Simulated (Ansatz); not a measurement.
# CoO (I4/mmm) in Ansatz: equation of state

Aim: energy against volume of CoO in PBE, for its equilibrium volume and stiffness.

All numbers are computed with Ansatz 0.2.0; they aren't measurements. Logs are shortened: lines on timing, memory, paths and dates and some standing lists are left out, and cuts for length are marked.

### Step 1. The structure

The structure is tetragonal, space group I4/mmm (No. 139). Conventional cell: a = 3.016 Å, b = 3.016 Å, c = 4.214 Å, α = 90.00°, β = 90.00°, γ = 90.00°. Around Co (site symmetry 4/mmm) lie 6 O at 2.11 to 2.13 Å. Around O (site symmetry 4/mmm) lie 6 Co at 2.11 to 2.13 Å.

### Step 2. Single point, PBE, collinear spin, ferromagnetic start, 9.01 Å³/atom (volume scaled by 0.94)

input.yaml

```yaml
crystal:
  lattice:
    - [-1.4772158519, 1.4772158519, 2.0642304156]
    - [1.4772158519, -1.4772158519, 2.0642304156]
    - [1.4772158519, 1.4772158519, -2.0642304156]
  atoms:
    - { symbol: Co, position: [0.0, 0.0, 0.0], spin: 2.0 }
    - { symbol: O, position: [0.5, 0.5, 0.0] }
hamiltonian:
  xc: pbe
  pseudopotentials: { kind: paw }
magnetization:
  spin_polarized: true
kpoints:
  mp_grid: { grid: [12, 12, 12] }
scf:
  occupations: { method: fermi_dirac, width: 0.05 }
output:
  forces: true
  stress: true
  eigenvalues: true
```

Potentials or basis: Ansatz PAW.

Launch:

```sh
ansatz run input.yaml --threads 1 --pin off --max-ram 2560MiB --backend cpu --events-out ev --progress --plain --runs-dir out
```

The program printed:

```text
Warning: RAYON_NUM_THREADS=1 ignored (pool sized by the plan → 1); use --threads N
Engine: ansatz 0.2.0, aarch64-unknown-linux-gnu
Pseudopotentials: kind: paw
Pseudopotential: Co, paw, valence charge 17, recommended cutoff 420 eV (normal), Co.paw.azcp
Pseudopotential: O, paw, valence charge 6, recommended cutoff 420 eV (normal), O.paw.azcp
Functional definition: PBE
  parameter kappa = 0.804
  parameter beta = 0.06672455060314922
  exchange = pbe_x(kappa = kappa, mu = beta*pi^2/3)
  correlation = pbe_c(beta = beta)
Crystal: 2 atoms, lattice volume = 18.018 Å³
Basis set: ecut = 420 eV, 339 PW (Γ), exchange–correlation on 40×40×40 points (8 copies of the dense FFT grid, shifted against one another)
Bands: 17, of which v1, the nominal top of the filled ones, is band 12 counted from 1 (11 counted from 0)
Symmetry: 16 space group operations
Space group: I4/mmm (ITA 139), of the structure as read, at distance tolerance 2.6e-5 Å
Magnetic group: BNS 139.531 (UNI 1191), of the structure as read, at distance tolerance 2.6e-5 Å
k-points: 163 of 1728
Non-local potential: Co, projectors of the file, l = 0: 3, l = 1: 2, l = 2: 3, l = 3: 1
Non-local potential: O, projectors of the file, l = 0: 2, l = 1: 2, l = 2: 1
PAW form: soft (Blöchl's): semilocal exchange-correlation on the pseudo side does not see the compensation charge
PAW one-centre angular grid: Co, 590 points (default); XC on 64 Gauss nodes
PAW one-centre angular grid: O, 110 points (default); XC on 64 Gauss nodes
Initial density: superposition of atomic densities (chi_scale 0.1, normalization cell, long waves kept (reshape's long-wave potential 0.00 eV rms))
Starting moments: Σ|m| = 2 μB on 1 of 2 sites
Initial wavefunctions: pseudopotential atomic-orbital guess
Functional: x = pbe(κ = 0.804, μ = 0.2195149727645171), c = pbe(β = 0.06672455060314922)
SCF iter   1: F=—  HF=-5690.872531 eV  |F-HF|=—  |Δ(HF+E_count)|=         —  Δρ=1.11e-1 (↑1.11e-1 ↓9.53e-2)  dr2=5.04e0  dr2_m=1.41e-1  M=2.076 μB ∫|m|=2.076 μB  β_m=0.30  ethr=3.10e-3  ⟨swp⟩=5.7  Hψ=24336  notcnv=0
Mixer restart at iter 1: flushing history
preconditioner: auto → none  [metal: Δε(μ)=0.001 eV  Ē_g=13.724 eV  σ=0.050 eV  W_gap=0.00  n_scr=8 (ndim 8)  ℏωp=33.9 eV  f_vac=0.000  D(μ)=5.04/eV (n_scr^D=112)  sad-step TF]
SCF iter   2: F=—  HF=-5691.635887 eV  |F-HF|=—  |Δ(HF+E_count)|=   7.63e-1  Δρ=7.49e-2 (↑7.49e-2 ↓5.20e-2)  dr2=6.66e-1  dr2_m=4.73e-1  M=2.433 μB ∫|m|=2.434 μB  β_m=0.39  ethr=3.10e-3  ⟨swp⟩=3.2  Hψ=13262  notcnv=0  defer=90
SCF iter   3: F=—  HF=-5691.975172 eV  |F-HF|=—  |Δ(HF+E_count)|=   3.39e-1  Δρ=4.16e-2 (↑3.80e-2 ↓4.16e-2)  dr2=8.50e-2  dr2_m=2.17e-1  M=2.547 μB ∫|m|=2.550 μB  β_m=0.63  ethr=2.90e-3  ⟨swp⟩=2.0  Hψ=9580  notcnv=0  defer=99
SCF iter   4: F=—  HF=-5692.075738 eV  |F-HF|=—  |Δ(HF+E_count)|=         —  Δρ=1.32e-2 (↑1.04e-2 ↓1.32e-2)  dr2=1.75e-2  dr2_m=1.74e-2  M=2.654 μB ∫|m|=2.662 μB  β_m=0.63  ethr=3.69e-4  ⟨swp⟩=3.1  Hψ=10737  notcnv=0  defer=107
Mixer restart at iter 4: flushing history
SCF iter   5: F=—  HF=-5692.079888 eV  |F-HF|=—  |Δ(HF+E_count)|=   4.15e-3  Δρ=5.27e-3 (↑2.99e-3 ↓5.27e-3)  dr2=8.21e-3  dr2_m=2.89e-4  M=2.603 μB ∫|m|=2.612 μB  β_m=0.57  ethr=7.60e-5  ⟨swp⟩=2.1  Hψ=11792  notcnv=0  defer=126
SCF iter   6: F=—  HF=-5692.078720 eV  |F-HF|=—  |Δ(HF+E_count)|=   1.17e-3  Δρ=7.91e-3 (↑3.16e-3 ↓7.91e-3)  dr2=5.95e-3  dr2_m=3.82e-3  M=2.654 μB ∫|m|=2.665 μB  β_m=0.54  ethr=3.57e-5  ⟨swp⟩=2.3  Hψ=10389  notcnv=0  defer=140
SCF iter   7: F=—  HF=-5692.078388 eV  |F-HF|=—  |Δ(HF+E_count)|=   3.32e-4  Δρ=2.95e-3 (↑2.95e-3 ↓2.83e-3)  dr2=4.76e-4  dr2_m=1.23e-3  M=2.654 μB ∫|m|=2.665 μB  β_m=0.54  ethr=2.59e-5  ⟨swp⟩=2.1  Hψ=8898  notcnv=0  defer=141
SCF iter   8: F=—  HF=-5692.078308 eV  |F-HF|=—  |Δ(HF+E_count)|=   7.99e-5  Δρ=2.92e-4 (↑2.82e-4 ↓2.92e-4)  dr2=1.02e-5  dr2_m=5.84e-6  M=2.651 μB ∫|m|=2.662 μB  β_m=0.64  ethr=2.07e-6  ⟨swp⟩=1.8  Hψ=8598  notcnv=0  defer=142
SCF iter   9: F=—  HF=-5692.078406 eV  |F-HF|=—  |Δ(HF+E_count)|=   9.77e-5  Δρ=3.37e-4 (↑3.08e-4 ↓3.37e-4)  dr2=2.13e-6  dr2_m=1.58e-5  M=2.650 μB ∫|m|=2.662 μB  β_m=0.82  ethr=4.43e-8  ⟨swp⟩=2.0  Hψ=9430  notcnv=0  defer=142
SCF iter  10: F=—  HF=-5692.078409 eV  |F-HF|=—  |Δ(HF+E_count)|=   3.01e-6  Δρ=1.07e-4 (↑3.82e-5 ↓1.07e-4)  dr2=2.80e-7  dr2_m=7.40e-7  M=2.651 μB ∫|m|=2.663 μB  β_m=0.91  ethr=9.26e-9  ⟨swp⟩=2.4  Hψ=9635  notcnv=0  defer=142
SCF iter  11: F=—  HF=-5692.078410 eV  |F-HF|=—  |Δ(HF+E_count)|=   7.72e-7  Δρ=1.92e-4 (↑1.59e-4 ↓1.92e-4)  dr2=6.67e-7  dr2_m=4.80e-6  M=2.652 μB ∫|m|=2.664 μB  β_m=0.91  ethr=1.22e-9  ⟨swp⟩=2.2  Hψ=9636  notcnv=0  defer=142
SCF iter  12: F=—  HF=-5692.078410 eV  |F-HF|=—  |Δ(HF+E_count)|=   1.45e-8  Δρ=5.68e-5 (↑5.03e-5 ↓5.68e-5)  dr2=3.57e-8  dr2_m=4.54e-7  M=2.652 μB ∫|m|=2.664 μB  β_m=0.96  ethr=1.22e-9  ⟨swp⟩=2.1  Hψ=9049  notcnv=0  defer=142
SCF iter  13: F=—  HF=-5692.078410 eV  |F-HF|=—  |Δ(HF+E_count)|=   8.90e-9  Δρ=1.30e-5 (↑7.04e-6 ↓1.30e-5)  dr2=1.27e-8  dr2_m=1.35e-8  M=2.651 μB ∫|m|=2.663 μB  β_m=0.86  ethr=1.55e-10  ⟨swp⟩=2.2  Hψ=8581  notcnv=0  defer=142
SCF iter  14: F=-5692.078410 eV  HF=-5692.078410 eV  |F-HF|=7.04e-10  |Δ(HF+E_count)|=  1.43e-10  Δρ=3.25e-6 (↑6.72e-7 ↓3.25e-6)  dr2=1.05e-9  dr2_m=4.43e-10  M=2.651 μB ∫|m|=2.663 μB  ethr=5.52e-11  ⟨swp⟩=3.3  Hψ=19176  notcnv=0
SCF 1 converged in 14 iterations: F = -5692.078410 eV  dr2 = 1.05e-9
SCF converged after 14 iterations
Magnetization: 2.6514 μB (12.8257 up, 10.1743 down)
Absolute magnetization: 2.6632 μB (∫|ρ↑−ρ↓|, with the PAW one-centre terms)
Spin contamination: 0.0122 ħ² per cell (⟨S²⟩ above its minimum at these occupations)
Per-site moments (μB) at R_I (Å): [(2.272691778612367, 0.8514950464350001), (0.2506806692938467, 0.8514950464350001)]
Free energy (F): -5692.078410 eV
Harris-Foulkes:  -5692.078410 eV  (|F-HF|=7.04e-10)
Internal energy: -5692.042984 eV  (E = F + TS)
E sigma→0 (E₀):  -5692.060697 eV
Entropy (-TS):   -0.035426 eV (-17.713 meV/atom)
Fermi energy:    15.334162 eV
--- Per-component energies (eV) ---
  E_band       = -275.665874
  E_kinetic    = 620.679216
  E_local      = -3329.901172  (includes V_loc(G=0)·N_el)
  E_nonlocal   = 514.783164
  E_hartree    = 1371.924189
  E_xc         = -229.511769
  E_vxc        = -295.051005  (∫ρ·V_xc dr)
  E_paw        = -1677.552269  (= ΣΔE_a)
  E_vpaw       = -530.025736  (= ΣTr[D̂ρ^β])
  E_aug_tail   = 0.002563  (compensation charges beyond the density's cutoff)
  E_ewald      = -2962.466906
  E_smearing   = -0.035426  (= −TS)
  E_closure    = -0.000000  (closes the sum)
  Σ components = -5692.078410   (vs F -5692.078410, Δ=0.00e0)
--- Forces (eV/Å), atoms counted from 1 ---
  atom   1  Co    -0.00000000    -0.00000000     0.00000000
  atom   2  O      0.00000000    -0.00000000     0.00000000
  max |Σ_I F_I| component: 2.26e-29 eV/Å
--- Stress (GPa, compression-positive) ---
       10.357936       0.000000       0.000000
        0.000000      10.357936      -0.000000
        0.000000      -0.000000      11.075472
  P = ⅓ Tr σ = 10.5971 GPa (105.971 kbar)
--- Band table (eV; the first three rows and the last of 326) ---
  k-point 0 ↑: bands = ["-81.3807", "-44.7001", "-44.6256", "-44.6256", "-5.6163", "11.7906", "11.8272", "11.8272", "12.1211", "12.1222", "12.2298", "12.2298", "12.3527", "16.6346", "32.2669", "33.9032", "33.9032"]
  k-point 1 ↑: bands = ["-81.3802", "-44.7014", "-44.6288", "-44.6268", "-5.5099", "10.4836", "11.3881", "11.4502", "12.1481", "12.1597", "12.6590", "12.7565", "13.0611", "17.2980", "30.9645", "33.2023", "33.2589"]
  k-point 2 ↑: bands = ["-81.3790", "-44.7050", "-44.6377", "-44.6301", "-5.2238", "9.1077", "10.9413", "11.0098", "11.9705", "12.2200", "13.1545", "13.2444", "13.5754", "18.8559", "29.5532", "31.4410", "32.1745"]
  k-point 162 ↓: bands = ["-78.5459", "-41.9699", "-41.8922", "-41.8922", "-3.7036", "8.2368", "10.9157", "10.9157", "12.7596", "15.4672", "15.4672", "15.8744", "16.3985", "22.4321", "25.9891", "27.8590", "32.2586"]
```

Run time: 9.4 s. Hardware: 1 thread of Arm Neoverse V2, shared host; peak memory 0.36 GiB.

What came out:

```
Free energy            : -5692.0784 eV
Pressure               : 10.6 GPa
Band gap on the k mesh : none (metal or under the smearing width)
Net moment             : 2.65 μB per cell
Absolute moment        : 2.66 μB per cell
Site moments           : Co +2.27; O +0.25 μB
```

Caveat: the pressure holds a Pulay correction of +0.8 GPa for the finite cutoff; a cell with one magnetic atom can't hold antiferromagnetic order, which such compounds often take; semilocal functionals often make such compounds metallic where correlation or magnetic order opens a gap, which also shifts bond lengths.

### Step 3. Single point, PBE, collinear spin, ferromagnetic start, 9.20 Å³/atom (volume scaled by 0.96)

Edit input.yaml of step 2 so:

```diff
@@ -2,5 +2,5 @@
   lattice:
-    - [-1.4772158519, 1.4772158519, 2.0642304156]
-    - [1.4772158519, -1.4772158519, 2.0642304156]
-    - [1.4772158519, 1.4772158519, -2.0642304156]
+    - [-1.4876191232, 1.4876191232, 2.0787677284]
+    - [1.4876191232, -1.4876191232, 2.0787677284]
+    - [1.4876191232, 1.4876191232, -2.0787677284]
   atoms:
```

Potentials or basis: Ansatz PAW.

Launch:

```sh
ansatz run input.yaml --threads 1 --pin off --max-ram 2560MiB --backend cpu --events-out ev --progress --plain --runs-dir out
```

The program printed:

```text
Warning: RAYON_NUM_THREADS=1 ignored (pool sized by the plan → 1); use --threads N
[... 9 set-up lines as earlier in the session ...]
Crystal: 2 atoms, lattice volume = 18.401 Å³
Basis set: ecut = 420 eV, 339 PW (Γ), exchange–correlation on 40×40×40 points (8 copies of the dense FFT grid, shifted against one another)
Bands: 17, of which v1, the nominal top of the filled ones, is band 12 counted from 1 (11 counted from 0)
[... 1 set-up line as earlier in the session ...]
[... 49 lines left out ...]
  E_nonlocal   = 514.590281
  E_hartree    = 1383.118403
  E_xc         = -229.235141
  E_vxc        = -294.665667  (∫ρ·V_xc dr)
  E_paw        = -1677.337648  (= ΣΔE_a)
  E_vpaw       = -529.595250  (= ΣTr[D̂ρ^β])
  E_aug_tail   = 0.002449  (compensation charges beyond the density's cutoff)
  E_ewald      = -2941.749677
  E_smearing   = -0.035042  (= −TS)
  E_closure    = 0.000000  (closes the sum)
  Σ components = -5692.099569   (vs F -5692.099569, Δ=0.00e0)
--- Forces (eV/Å), atoms counted from 1 ---
  atom   1  Co    -0.00000000     0.00000000    -0.00000000
  atom   2  O     -0.00000000    -0.00000000     0.00000000
  max |Σ_I F_I| component: 3.94e-31 eV/Å
--- Stress (GPa, compression-positive) ---
        6.944422       0.000000       0.000000
        0.000000       6.944422      -0.000000
        0.000000       0.000000       7.377518
  P = ⅓ Tr σ = 7.0888 GPa (70.888 kbar)
--- Band table (eV; the first three rows and the last of 326) ---
  k-point 0 ↑: bands = ["-81.9077", "-45.2279", "-45.1483", "-45.1483", "-5.8400", "11.4597", "11.4973", "11.4973", "11.6292", "11.6314", "11.7513", "11.7513", "11.8774", "16.0660", "31.7611", "33.2747", "33.2747"]
  k-point 1 ↑: bands = ["-81.9073", "-45.2291", "-45.1513", "-45.1494", "-5.7374", "10.1286", "11.0310", "11.0979", "11.6547", "11.6852", "12.2029", "12.2996", "12.5865", "16.7348", "30.4255", "32.5600", "32.6155"]
  k-point 2 ↑: bands = ["-81.9062", "-45.2324", "-45.1593", "-45.1525", "-5.4615", "8.7887", "10.5967", "10.6682", "11.5065", "11.7233", "12.6763", "12.7678", "13.0621", "18.2868", "29.0052", "30.7456", "31.5272"]
  k-point 162 ↓: bands = ["-78.9619", "-42.3788", "-42.3058", "-42.3058", "-3.9276", "8.0087", "10.6528", "10.6528", "12.4223", "15.0338", "15.0338", "15.4603", "15.9421", "21.8486", "25.4486", "27.3061", "31.5912"]
```

It took 11 s on 1 thread of Arm Neoverse V2, shared host; peak memory 0.36 GiB.

Results:

```yaml
Free_energy: -5692.0996 eV
Pressure: 7.1 GPa
Band_gap_on_the_k_mesh: none (metal or under the smearing width)
Net_moment: 2.78 μB per cell
Absolute_moment: 2.79 μB per cell
Site_moments: Co +2.37; O +0.28 μB
```

Caveat: the pressure holds a Pulay correction of +0.8 GPa for the finite cutoff; a cell with one magnetic atom can't hold antiferromagnetic order, which such compounds often take; semilocal functionals often make such compounds metallic where correlation or magnetic order opens a gap, which also shifts bond lengths.

### Step 4. Single point, PBE, collinear spin, ferromagnetic start, 9.39 Å³/atom (volume scaled by 0.98)

Edit input.yaml of step 3 so:

```diff
@@ -2,5 +2,5 @@
   lattice:
-    - [-1.4876191232, 1.4876191232, 2.0787677284]
-    - [1.4876191232, -1.4876191232, 2.0787677284]
-    - [1.4876191232, 1.4876191232, -2.0787677284]
+    - [-1.4978788897, 1.4978788897, 2.0931045106]
+    - [1.4978788897, -1.4978788897, 2.0931045106]
+    - [1.4978788897, 1.4978788897, -2.0931045106]
   atoms:
```

Launch:

```sh
ansatz run input.yaml --threads 1 --pin off --max-ram 2560MiB --backend cpu --events-out ev --progress --plain --runs-dir out
```

It took 11 s on 1 thread of Arm Neoverse V2, shared host; peak memory 0.36 GiB.

It converged, with:

```yaml
Free_energy: -5692.1122 eV
Pressure: 3.5 GPa
Band_gap_on_the_k_mesh: none (metal or under the smearing width)
Net_moment: 2.86 μB per cell
Absolute_moment: 2.88 μB per cell
Site_moments: Co +2.43; O +0.30 μB
```

Caveat: the pressure holds a Pulay correction of +0.8 GPa for the finite cutoff; a cell with one magnetic atom can't hold antiferromagnetic order, which such compounds often take; semilocal functionals often make such compounds metallic where correlation or magnetic order opens a gap, which also shifts bond lengths.

### Step 5. Single point, PBE, collinear spin, ferromagnetic start, 9.58 Å³/atom

Edit input.yaml of step 4 so:

```diff
@@ -2,5 +2,5 @@
   lattice:
-    - [-1.4978788897, 1.4978788897, 2.0931045106]
-    - [1.4978788897, -1.4978788897, 2.0931045106]
-    - [1.4978788897, 1.4978788897, -2.0931045106]
+    - [-1.508, 1.508, 2.1072475377]
+    - [1.508, -1.508, 2.1072475377]
+    - [1.508, 1.508, -2.1072475377]
   atoms:
@@ -21 +21,5 @@
   eigenvalues: true
+  write_density: true
+  write_potential: true
+  elf: true
+  volumetric_format: npy
```

Launch:

```sh
ansatz run input.yaml --threads 1 --pin off --max-ram 2560MiB --backend cpu --events-out ev --progress --plain --runs-dir out
```

Run time: 12 s. Hardware: 1 thread of Arm Neoverse V2, shared host; peak memory 0.37 GiB.

The run converged. Its results:

```
Free energy            : -5692.1164 eV
Pressure               : 0.0 GPa
Band gap on the k mesh : none (metal or under the smearing width)
Net moment             : 2.92 μB per cell
Absolute moment        : 2.93 μB per cell
Site moments           : Co +2.48; O +0.32 μB
```

Caveat: the pressure holds a Pulay correction of +0.7 GPa for the finite cutoff; a cell with one magnetic atom can't hold antiferromagnetic order, which such compounds often take; semilocal functionals often make such compounds metallic where correlation or magnetic order opens a gap, which also shifts bond lengths.

### Step 6. Single point, PBE, collinear spin, ferromagnetic start, 9.78 Å³/atom (volume scaled by 1.02)

Edit input.yaml of step 5 so:

```diff
@@ -2,5 +2,5 @@
   lattice:
-    - [-1.508, 1.508, 2.1072475377]
-    - [1.508, -1.508, 2.1072475377]
-    - [1.508, 1.508, -2.1072475377]
+    - [-1.517987046, 1.517987046, 2.1212032261]
+    - [1.517987046, -1.517987046, 2.1212032261]
+    - [1.517987046, 1.517987046, -2.1212032261]
   atoms:
@@ -21,5 +21 @@
   eigenvalues: true
-  write_density: true
-  write_potential: true
-  elf: true
-  volumetric_format: npy
```

Potentials or basis: Ansatz PAW.

Launch:

```sh
ansatz run input.yaml --threads 1 --pin off --max-ram 2560MiB --backend cpu --events-out ev --progress --plain --runs-dir out
```

Wall time 11 s (1 thread of Arm Neoverse V2, shared host); peak memory 0.37 GiB.

It converged, with:

| Item | Value |
| --- | --- |
| Free energy | -5692.1125 eV |
| Pressure | -3.3 GPa |
| Band gap on the k mesh | none (metal or under the smearing width) |
| Net moment | 2.95 μB per cell |
| Absolute moment | 2.97 μB per cell |
| Site moments | Co +2.50; O +0.32 μB |

Caveat: the pressure holds a Pulay correction of +0.7 GPa for the finite cutoff; a cell with one magnetic atom can't hold antiferromagnetic order, which such compounds often take; semilocal functionals often make such compounds metallic where correlation or magnetic order opens a gap, which also shifts bond lengths.

### Step 7. Single point, PBE, collinear spin, ferromagnetic start, 9.97 Å³/atom (volume scaled by 1.04)

Edit input.yaml of step 6 so:

```diff
@@ -2,5 +2,5 @@
   lattice:
-    - [-1.517987046, 1.517987046, 2.1212032261]
-    - [1.517987046, -1.517987046, 2.1212032261]
-    - [1.517987046, 1.517987046, -2.1212032261]
+    - [-1.527844381, 1.527844381, 2.134977659]
+    - [1.527844381, -1.527844381, 2.134977659]
+    - [1.527844381, 1.527844381, -2.134977659]
   atoms:
```

Launch:

```sh
ansatz run input.yaml --threads 1 --pin off --max-ram 2560MiB --backend cpu --events-out ev --progress --plain --runs-dir out
```

It took 11 s on 1 thread of Arm Neoverse V2, shared host; peak memory 0.37 GiB.

The run converged. Its results:

* Free energy: -5692.1009 eV
* Pressure: -6.3 GPa
* Band gap on the k mesh: none (metal or under the smearing width)
* Net moment: 2.97 μB per cell
* Absolute moment: 2.99 μB per cell
* Site moments: Co +2.52; O +0.33 μB

Caveat: the pressure holds a Pulay correction of +0.7 GPa for the finite cutoff; a cell with one magnetic atom can't hold antiferromagnetic order, which such compounds often take; semilocal functionals often make such compounds metallic where correlation or magnetic order opens a gap, which also shifts bond lengths.

### Step 8. Single point, PBE, collinear spin, ferromagnetic start, 10.16 Å³/atom (volume scaled by 1.06)

Edit input.yaml of step 7 so:

```diff
@@ -2,5 +2,5 @@
   lattice:
-    - [-1.527844381, 1.527844381, 2.134977659]
-    - [1.527844381, -1.527844381, 2.134977659]
-    - [1.527844381, 1.527844381, -2.134977659]
+    - [-1.5375761362, 1.5375761362, 2.1485766095]
+    - [1.5375761362, -1.5375761362, 2.1485766095]
+    - [1.5375761362, 1.5375761362, -2.1485766095]
   atoms:
```

Launch:

```sh
ansatz run input.yaml --threads 1 --pin off --max-ram 2560MiB --backend cpu --events-out ev --progress --plain --runs-dir out
```

Wall time 11 s (1 thread of Arm Neoverse V2, shared host); peak memory 0.37 GiB.

The run converged. Its results:

| Quantity | Value |
| --- | --- |
| Free energy | -5692.0824 eV |
| Pressure | -9.1 GPa |
| Band gap on the k mesh | none (metal or under the smearing width) |
| Net moment | 2.99 μB per cell |
| Absolute moment | 3.00 μB per cell |
| Site moments | Co +2.54; O +0.33 μB |

Caveat: the pressure holds a Pulay correction of +0.7 GPa for the finite cutoff; a cell with one magnetic atom can't hold antiferromagnetic order, which such compounds often take; semilocal functionals often make such compounds metallic where correlation or magnetic order opens a gap, which also shifts bond lengths.

### Step 9. Equation of state, PBE, collinear spin, ferromagnetic start

Potentials or basis: Ansatz PAW.

This step only gathers the single runs of the series.

Results:

```
Equilibrium volume                        : 9.59 Å³/atom (rough: see the caveat)
Bulk modulus at fixed shape and positions : 167 GPa (rough)
```

Energy against volume, from the lowest point:
```csv
volume (Å³/atom),energy (meV/atom)
9.009,19.00
9.201,8.42
9.392,2.09
9.584,0.00
9.776,1.97
9.967,7.76
10.159,17.03
```

Caveat: the fit is doubtful: noisy points or a state that changes with volume; the cell was scaled at fixed shape and fractional positions, which overstates the stiffness of a crystal with free parameters, most of all of layers and chains.
